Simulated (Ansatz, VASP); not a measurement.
**BaZrO3: VASP beside Ansatz**

File INCAR:

```
SYSTEM = BaZrO3
  PREC = Accurate
  ENCUT = 600
  EDIFF = 1E-6
  ISMEAR = 0
  SIGMA = 0.02
  LREAL = .False.
  LASPH = .True.
  NELM = 80
  ALGO = Normal
  ISIF = 3
  LWAVE = .False.
  LCHARG = .False.
  GGA = PE
  IBRION = 2
  NSW = 100
  EDIFFG = -0.01
```

File KPOINTS:

```
Automatic mesh
0
Gamma
  6 6 6
  0 0 0
```

The input POSCAR:

```
BaZrO3
1.0
    4.2267269519      0.0000000000      0.0000000000
    0.0000000000      4.2267269519      0.0000000000
    0.0000000000      0.0000000000      4.2267269519
Ba Zr O
1 1 3
Direct
    0.5000000000      0.5000000000      0.5000000000
    0.0000000000      0.0000000000      0.0000000000
    0.5000000000      0.0000000000      0.0000000000
    0.0000000000      0.5000000000      0.0000000000
    0.0000000000      0.0000000000      0.5000000000
```

Input for Ansatz:

```yaml
crystal:
  lattice:
    - [4.2267268713, 0.0, 0.0]
    - [0.0, 4.2267268713, 0.0]
    - [0.0, 0.0, 4.2267268713]
  atoms:
    - { symbol: Ba, position: [0.5, 0.5, 0.5] }
    - { symbol: Zr, position: [0.0, 0.0, 0.0] }
    - { symbol: O, position: [0.5, 0.0, 0.0] }
    - { symbol: O, position: [0.0, 0.5, 0.0] }
    - { symbol: O, position: [0.0, 0.0, 0.5] }
basis:
  ecutwfc: 420
kpoints:
  mp_grid: { grid: [6, 6, 6] }
hamiltonian:
  xc: pbe
scf:
  occupations: { method: gaussian, width: 0.02 }
output:
  forces: true
  stress: true
  eigenvalues: true
  write_density: true
  write_potential: true
  elf: true
  volumetric_format: npy
relax:
  adjacent_minimum: "off"
  f_tol: 0.01
  max_steps: 80
  cell: { stress_tol: 0.05 }
```

Alike in both runs: task relaxation of cell and atoms; functional PBE; k mesh 6 × 6 × 6; occupations gaussian, width 0.02 eV; no spin polarisation.

|  | VASP | Ansatz |
| --- | --- | --- |
| version | VASP 6.6.1 | Ansatz 0.2.0 |
| potentials or method | VASP PAW PBE potentials, release 64 (Ba_sv, Zr_sv, O) | scalar-relativistic, plane waves, PAW |
| plane-wave cutoff (eV) | 600 | 420 |
| valence electrons in the cell | 40 | 40 |

|  | VASP | Ansatz | Ansatz less VASP |
| --- | --- | --- | --- |
| gap on the k mesh at the Fermi level, each at its own relaxed structure (eV) | 3.12 | 3.18 | +0.057 |
| relaxed volume (Å³/atom) | 15.19 | 15.11 | -0.077 |
| relaxed cell length with the largest relative difference (Å) | 4.235 | 4.227 | -0.0072 |

Caveats: spin-orbit coupling is left out, which moves the levels of the heavy elements. Zero-point motion and thermal expansion aren't in these numbers. A k mesh can miss the band edges.
